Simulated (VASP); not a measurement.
# Se (R-3m) in VASP: further runs

Runs on Se. Level: r2SCAN+rVV10. Tasks: relaxation of cell and atoms.

Everything below comes from runs of VASP 6.6.1. Logs are shortened: lines on timing, memory, paths and dates and some standing lists are left out, and cuts for length are marked.

### Step 1. Starting point

Symmetry: R-3m, No. 166, trigonal system. The conventional cell has a = 3.829 Å, b = 3.829 Å, c = 2.880 Å, α = 90.00°, β = 90.00°, γ = 120.00°. Se (site symmetry -3m) is surrounded by 6 Se at 2.41 Å.

This isn't the form of Se at room conditions, which is trigonal, of chains.

### Step 2. Relaxation of cell and atoms, r2SCAN+rVV10, target pressure 75 GPa, at which the enthalpy is minimised

INCAR

```
SYSTEM = Se
ALGO = Normal
BPARAM = 11.95
CPARAM = 0.0093
EDIFF = 1E-7
EDIFFG = -0.002
ENCUT = 520
IBRION = 2
ISIF = 3
ISMEAR = 0
IVDW_NL = 2
LASPH = .True.
LCHARG = .False.
LMIXTAU = .True.
LREAL = .False.
LUSE_VDW = .True.
LWAVE = .False.
METAGGA = R2SCAN
NELM = 60
NSW = 80
PREC = Accurate
PSTRESS = 750.0
SIGMA = 0.1
```

KPOINTS

```
k-points
0
Gamma
  21 21 21
  0 0 0
```

POSCAR

```
Se                                      
1.0
    1.9143951369      1.1052765945      0.9600832633
   -1.9143951369      1.1052765945      0.9600832633
    0.0000000000     -2.2105531890      0.9600832633
  Se            
     1
Direct
     0.0000000000000000    0.0000000000000000    0.0000000000000000
```

Potentials or basis: VASP PAW PBE potentials, release 64 (Se).

On the command line:

```
$ cat potpaw_PBE.64/Se/POTCAR > POTCAR
$ mpirun -np 1 vasp_std > vasp.out
```

OUTCAR:

```text
SYSTEM = Se
   BPARAM = 11.95
   EDIFF = 1E-7
   EDIFFG = -0.002
   ENCUT = 520
   IBRION = 2
   ISIF = 3
   ISMEAR = 0
   IVDW_NL = 2
   LASPH = .True.
   LREAL = .False.
   METAGGA = R2SCAN
   NELM = 60
   NSW = 80
   PREC = Accurate
   PSTRESS = 750.0

 ion  position               nearest neighbor table
   1  0.000  0.000  0.000-

  LATTYP: Found a trigonal (rhomboedric) cell.
 ALAT       =     2.4100425231
 COS(alpha) =    -0.2619546541

  Lattice vectors:

 A1 = (   1.9143951369,   1.1052765945,   0.9600832633)
 A2 = (  -1.9143951369,   1.1052765945,   0.9600832633)
 A3 = (   0.0000000000,  -2.2105531890,   0.9600832633)

Analysis of symmetry for initial positions (statically):
=====================================================================
 Subroutine PRICEL returns:
 Original cell was already a primitive cell.

 Routine SETGRP: Setting up the symmetry group for a
 trigonal (rhombohedral) supercell.

 Subroutine GETGRP returns: Found 12 space group operations
 (whereof 12 operations were pure point group operations)
 out of a pool of 12 trial point group operations.

The static configuration has the point symmetry D_3d.

Analysis of symmetry for dynamics (positions and initial velocities):
=====================================================================
 Subroutine PRICEL returns:
 Original cell was already a primitive cell.

 Routine SETGRP: Setting up the symmetry group for a
 trigonal (rhombohedral) supercell.

 Subroutine GETGRP returns: Found 12 space group operations
 (whereof 12 operations were pure point group operations)
 out of a pool of 12 trial point group operations.

The dynamic configuration has the point symmetry D_3d.

 Subroutine INISYM returns: Found 12 space group operations
 (whereof 12 operations are pure point group operations),
 and found     1 'primitive' translations

----------------------------------------------------------------------------------------

                                     Primitive cell

  volume of cell :      12.1888

  direct lattice vectors                    reciprocal lattice vectors
     1.914395137  1.105276595  0.960083263     0.261179101  0.150791818  0.347192109
    -1.914395137  1.105276595  0.960083263    -0.261179101  0.150791818  0.347192109
     0.000000000 -2.210553189  0.960083263     0.000000000 -0.301583635  0.347192109

  length of vectors
     2.410042523  2.410042523  2.410042588     0.459885916  0.459885916  0.459885910

  position of ions in fractional coordinates (direct lattice)
     0.000000000  0.000000000  0.000000000

  ion indices of the primitive-cell ions
   primitive index   ion index
                 1           1

----------------------------------------------------------------------------------------

 KPOINTS: k-points

Automatic generation of k-mesh.
 Grid dimensions read from file:
 generate k-points for:   21   21   21

 Generating k-lattice:

  Cartesian coordinates                     Fractional coordinates (reciprocal lattice)
     0.012437100  0.007180563  0.016532958     0.047619048 -0.000000000  0.000000000
    -0.012437100  0.007180563  0.016532958    -0.000000000  0.047619048  0.000000000
     0.000000000 -0.014361125  0.016532958     0.000000000  0.000000000  0.047619048

  Length of vectors
     0.021899329  0.021899329  0.021899329

  Shift w.r.t. Gamma in fractional coordinates (k-lattice)
     0.000000000  0.000000000  0.000000000

 Subroutine IBZKPT returns following result:
 ===========================================

 Found    891 irreducible k-points:

 Following reciprocal coordinates:
            Coordinates               Weight
  0.000000  0.000000  0.000000      1.000000
  0.047619 -0.000000  0.000000      6.000000
  0.095238  0.000000  0.000000      6.000000
  0.142857  0.000000  0.000000      6.000000
  0.190476  0.000000  0.000000      6.000000
  0.238095 -0.000000  0.000000      6.000000
[... 16 lines left out ...]
 -0.428571  0.047619 -0.000000     12.000000
 -0.380952  0.047619 -0.000000     12.000000
 [... further k-points ...]
   k-points           NKPTS =    891   k-points in BZ     NKDIM =    891   number of bands    NBANDS=      7
   number of dos      NEDOS =    301   number of ions     NIONS =      1
   total plane-waves  NPLWV =   5832
   dimension x,y,z NGX =    18 NGY =   18 NGZ =   18
   dimension x,y,z NGXF=    36 NGYF=   36 NGZF=   36
   ions per type =               1
   NGX,Y,Z   is equivalent  to a cutoff of  12.42, 12.42, 12.42 a.u.
   NGXF,Y,Z  is equivalent  to a cutoff of  24.83, 24.83, 24.83 a.u.
 SYSTEM =  Se
   PREC   = accura    normal or accurate (medium, high low for compatibility)
   ISTART =      0    job   : 0-new  1-cont  2-samecut
   ICHARG =      2    charge: 1-file 2-atom 10-const
   ISPIN  =      1    spin polarized calculation?
   LNONCOLLINEAR =      F non collinear calculations
   LSORBIT =      F    spin-orbit coupling
   LASPH  =      T    aspherical Exc in radial PAW
   ENCUT  =  520.0 eV  38.22 Ry    6.18 a.u.   4.48  4.48  4.48*2*pi/ulx,y,z
   NELM   =     60;   NELMIN=  2; NELMDL= -5     # of ELM steps
   EDIFF  = 0.1E-06   stopping-criterion for ELM
   LREAL  =      F    real-space projection
   EDIFFG = -.2E-02   stopping-criterion for IOM
   NSW    =     80    number of steps for IOM
   IBRION =      2    ionic relax: 0-MD 1-quasi-New 2-CG
   NFREE  =      1    steps in history (QN), initial steepest desc. (CG)
   ISIF   =      3    stress and relaxation
   ISYM   =      2    0-nonsym 1-usesym 2-fastsym
   POTIM  = 0.5000    time-step for ionic-motion
   TEBEG  =    0.0;   TEEND  =   0.0 temperature during run
   PSTRESS=  750.0 pullay stress
   NELECT =       6.0000    total number of electrons
   NUPDOWN=      -1.0000    fix difference up-down
   EMIN   =  10.00;   EMAX   =-10.00  energy-range for DOS
   EFERMI =   0.00;   METHOD = LEGACY
   ISMEAR =     0;   SIGMA  =   0.10  broadening in eV -4-tet -1-fermi 0-gaus
   EFERMI_NEDOS =   21; number of points for ismear=-14 and -15
   IALGO  =     38    algorithm
   IMIX   =      4    mixing-type and parameters
     AMIX     =   0.40;   BMIX     =  1.00
     AMIX_MAG =   1.60;   BMIX_MAG =  1.00
  volume/ion in A,a.u.               =      12.19        82.25
  Fermi-wavevector in a.u.,A,eV,Ry     =   1.292620  2.442698 22.733533  1.670868
  Thomas-Fermi vector in A             =   2.424317
   LORBIT       =      0    0 simple, 1 ext, 2 COOP (PROOUT), +10 PAW based schemes
   METAGGA = R2SCAN    functional components
   LHFCALC =     F    Hartree Fock is set to
   AEXX    =    0.0000 exact exchange contribution
   IVDW_NL    =     2    kernel type
   BPARAM     =11.9500
   IVDW    =     0    specifies the selected vdW correction
   LEPSILON=     F    determine dielectric tensor
   LRPA    =     F    only Hartree local field effects (RPA)
 conjugate gradient relaxation of ions
 non-spin polarized calculation
 Gauss-broadening in eV      SIGMA  =   0.10
  energy-cutoff  :      520.00
  volume of cell :       12.19
 maximum number of plane-waves:       342
 NGX is ok and might be reduce to    18

--------------------------------------- Ionic step        1  -------------------------------------------

 number of electron       6.0000000 magnetization

 Free energy of the ion-electron system (eV)
  ---------------------------------------------------
  ext. energy  EPLUGINS =         0.00000000
  ---------------------------------------------------
  free energy    TOTEN  =       -11.68208989 eV

  energy without entropy =      -11.68054335  energy(sigma->0) =      -11.68131662

------------------------ aborting loop because EDIFF is reached ----------------------------------------

  FORCE on cell =-STRESS in cart. coord.  units (eV):
  Direction    XX          YY          ZZ          XY          YZ          ZX
  --------------------------------------------------------------------------------------
  -------------------------------------------------------------------------------------
  Total        9.5096757      9.5096766      9.5100550      0.0000000      0.0000000      0.0000000
  in kB     1250.0102844   1250.0103904   1250.0601376      0.0000000      0.0000000      0.0000000
  external PRESSURE =     500.0269374 kB  Pullay stress =     750.0000000 kB
[... 22 lines left out ...]
  enthalpy is  TOTEN    =        -5.9763313849 eV   P V=        5.7057585024

--------------------------------------- Ionic step        2  -------------------------------------------

 number of electron       5.9999997 magnetization

 E-fermi :   5.3374     XC(G=0): -11.1130

 val. band max:        5.3330489214   @ k =  -0.1429   0.3333   0.1429
 cond. band min:       5.3406499448   @ k =  -0.1429   0.4762   0.0476
 fundamental gap:      0.0076010235
 Fermi energy:         5.3374488285

 k-point     1 :       0.0000    0.0000    0.0000
  band No.  band energies     occupation
      1     -11.6169      2.00000
      2       7.1005      0.00000
      3       8.8609      0.00000
      4       8.8609      0.00000
      5      16.2863      0.00000
      6      16.2863      0.00000
      7      16.5496      0.00000
[... 295 lines left out ...]
  FREE ENERGIE OF THE ION-ELECTRON SYSTEM (eV)
  ---------------------------------------------------
  free  energy   TOTEN  =       -12.7338325068 eV

  energy  without entropy=      -12.7322224574  energy(sigma->0) =      -12.73302748

  enthalpy is  TOTEN    =        -6.1853796878 eV   P V=        6.5484528191

[... ionic steps 4 to 12 ...]

--------------------------------------- Ionic step       13  -------------------------------------------

 number of electron       6.0000000 magnetization

------------------------ aborting loop because EDIFF is reached ----------------------------------------

  FORCE on cell =-STRESS in cart. coord.  units (eV):
  Direction    XX          YY          ZZ          XY          YZ          ZX
  --------------------------------------------------------------------------------------
  -------------------------------------------------------------------------------------
  Total        6.4509073      6.4509085      6.4355605      0.0000000     -0.0000000      0.0000000
  in kB      750.5387614    750.5389010    748.7532206      0.0000000     -0.0000000      0.0000000
  external PRESSURE =      -0.0563723 kB  Pullay stress =     750.0000000 kB
[... 59 lines left out ...]
  enthalpy is  TOTEN    =        -6.2029166480 eV   P V=        6.4461543773

--------------------------------------- Ionic step       15  -------------------------------------------

 number of electron       6.0000000 magnetization

 Free energy of the ion-electron system (eV)
  ---------------------------------------------------
  ext. energy  EPLUGINS =         0.00000000
  ---------------------------------------------------
  free energy    TOTEN  =       -12.64860055 eV

  energy without entropy =      -12.64729439  energy(sigma->0) =      -12.64794747

 E-fermi :  11.1934     XC(G=0): -13.0923

 val. band max:       11.1851933638   @ k =  -0.2381   0.2381   0.1429
 cond. band min:      11.1984203884   @ k =  -0.1429   0.4762   0.0476
 fundamental gap:      0.0132270247
 Fermi energy:        11.1933630304

 k-point     1 :       0.0000    0.0000    0.0000
  band No.  band energies     occupation
      1     -10.5485      2.00000
      2      14.1513      0.00000
      3      16.8947      0.00000
      4      16.8947      0.00000
      5      21.7164      0.00000
      6      21.7164      0.00000
      7      25.4165      0.00000
[... 258 lines left out ...]
  FREE ENERGIE OF THE ION-ELECTRON SYSTEM (eV)
  ---------------------------------------------------
  free  energy   TOTEN  =       -12.6486005459 eV

  energy  without entropy=      -12.6472943904  energy(sigma->0) =      -12.64794747

  enthalpy is  TOTEN    =        -6.2029192160 eV   P V=        6.4456813299

 reached required accuracy - stopping structural energy minimisation
```

Run time: 36 min. Hardware: 1 thread of AMD EPYC 7R13 (Zen 3), shared host; peak memory 0.21 GiB.

Results:

* Free energy: -12.6486 eV
* Relaxed volume: 13.77 Å³/atom
* Relaxed cell: a = 2.494 Å, b = 2.494 Å, c = 2.494 Å, α = 104.25°, β = 104.25°, γ = 104.25°
* Space group after relaxing (to 0.05 Å): R-3m (No. 166)
* Energy change on relaxing (the enthalpy is what falls): -966.5 meV/atom
* Ionic steps: 15
* Pressure after relaxing: 75.0 GPa
* Band gap on the k mesh: none (metal or under the smearing width)

Step by step:
```tsv
step	energy change (eV)	largest force (eV/Å)	pressure (GPa)	volume (Å³)
1	0.0000	0.0000	125.00	12.19
2	-2.0081	0.0000	0.43	20.21
3	-1.0517	0.0000	67.73	13.99
4	-0.9332	0.0000	74.30	13.72
5	-0.9183	0.0000	75.12	13.69
6	-0.9556	0.0000	75.22	13.75
7	-0.9604	0.0000	75.32	13.76
8	-0.9610	0.0000	75.33	13.76
9	-0.9854	0.0000	74.01	13.81
10	-0.9666	0.0000	75.02	13.77
11	-0.9668	0.0000	75.02	13.77
12	-0.9761	0.0000	74.51	13.79
13	-0.9671	0.0000	74.99	13.77
14	-0.9670	0.0000	75.00	13.77
15	-0.9665	0.0000	75.00	13.77
```

Final structure:
```yaml
crystal:
  lattice:
    - [1.96845, 1.13649, 1.02584]
    - [-1.96845, 1.13649, 1.02584]
    - [0.00000, -2.27297, 1.02584]
  atoms:
    - { symbol: Se, position: [0.00000, 0.00000, 0.00000] }
```

Caveat: the cell is relaxed towards a set pressure, so the enthalpy falls and the energy may rise; the PAW data sets were made with another functional, which shifts forces and pressure a little. Zero-point motion and thermal expansion aren't in these numbers.

### Step 3. Relaxation of cell and atoms, r2SCAN+rVV10, target pressure 75 GPa, at which the enthalpy is minimised

This run uses another cell than the first one, of 13.77 Å³/atom, 1.130 times its volume.

INCAR is that of step 2.

KPOINTS is that of step 2.

POSCAR

```
Se                                      
1.0
    1.9684503187      1.1364854744      1.0258374545
   -1.9684503187      1.1364854744      1.0258374545
    0.0000000000     -2.2729709488      1.0258374545
  Se            
     1
Direct
     0.0000000000000000    0.0000000000000000    0.0000000000000000
```

Potentials or basis: VASP PAW PBE potentials, release 64 (Se).

On the command line:

```
$ cat potpaw_PBE.64/Se/POTCAR > POTCAR
$ mpirun -np 1 vasp_std > vasp.out
```

It took 8.5 min on 1 thread of AMD EPYC 7R13 (Zen 3), shared host; peak memory 0.22 GiB.

It converged, with:

| Property | Result |
| --- | --- |
| Free energy | -12.6490 eV |
| Pressure after relaxing | 75.0 GPa |
| Band gap on the k mesh | none (metal or under the smearing width) |

Final structure:
```
CELL_PARAMETERS angstrom
1.96845 1.13649 1.02584
-1.96845 1.13649 1.02584
0.00000 -2.27297 1.02584
ATOMIC_POSITIONS crystal
Se 0.00000 0.00000 0.00000
```

Levels at points of the mesh, in eV from the Fermi level:
| k point | band 1 | band 2 | band 3 | band 4 | band 5 | band 6 |
| --- | --- | --- | --- | --- | --- | --- |
| (0.00, 0.00, 0.00) | -21.74 | 2.96 | 5.70 | 5.70 | 10.52 | 10.52 |

Caveat: the relaxation stopped at its first step, so nothing moved; the cell is relaxed towards a set pressure, so the enthalpy falls and the energy may rise; the PAW data sets were made with another functional, which shifts forces and pressure a little.

[end of part 1 of 2]
